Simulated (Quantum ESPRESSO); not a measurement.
ZrH2:

```
CELL_PARAMETERS angstrom
0.00000 2.40923 2.40923
2.40923 0.00000 2.40923
2.40923 2.40923 0.00000
ATOMIC_POSITIONS crystal
Zr 0.00000 0.00000 0.00000
H 0.25000 0.25000 0.25000
H 0.75000 0.75000 0.75000
```

The cell is a database's computed one.

Base run:

| Quantity | Value |
| --- | --- |
| Program | Quantum ESPRESSO 7.5 |
| Functional | LDA |
| Potentials or basis | GBRV 1.5 LDA |
| Cutoff | 612 eV |
| Density cutoff | 4898 eV |
| k mesh | 10 × 10 × 10 |
| Occupations | fermi-dirac, width 0.05 eV |
| Spin | no spin polarisation |

Its results: band gap on the k mesh none (metal or under the smearing width); pressure -7.0 GPa.

**Question.** The run is repeated on the same cell with these changes: functional from LDA to PBEsol; potentials or basis from GBRV 1.5 LDA to GBRV 1.5 PBEsol. What comes out?

**Answer.** Band gap on the k mesh none (metal or under the smearing width); pressure -4.7 GPa.
